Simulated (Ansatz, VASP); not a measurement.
## Nb in VASP and in Ansatz

```
Nb
1.0
     3.00720    0.00000    0.00000
    -1.50360    2.60431    0.00000
     0.00000    0.00000    5.56151
Nb
2
Direct
  0.33333 0.66667 0.25000
  0.66667 0.33333 0.75000
```

Alike in both runs: task single point; functional BLYP; k mesh 14 × 14 × 7; occupations fermi-dirac, width 0.1 eV; no spin polarisation.

|  | VASP | Ansatz |
| --- | --- | --- |
| version | VASP 6.6.1 | Ansatz 0.2.0 |
| potentials or method | VASP PAW PBE potentials, release 64 (Nb_sv) | plane waves (420 eV) with PAW, scalar-relativistic |
| plane-wave cutoff (eV) | 520 | 420 |
| valence electrons in the cell | 26 | 26 |

VASP gave:

```
pressure (GPa)                                  : -13.5
largest component of the traceless stress (GPa) : 1.56
```

Problem. What did Ansatz give for the same quantities?

Solution. Pressure (GPa): -13.4; largest component of the traceless stress (GPa): 1.54.

The functional is the same, so the differences come from potentials, cutoffs and numerics.

Caveats: the PAW data sets were made with another functional, which shifts forces and pressure a little (VASP).
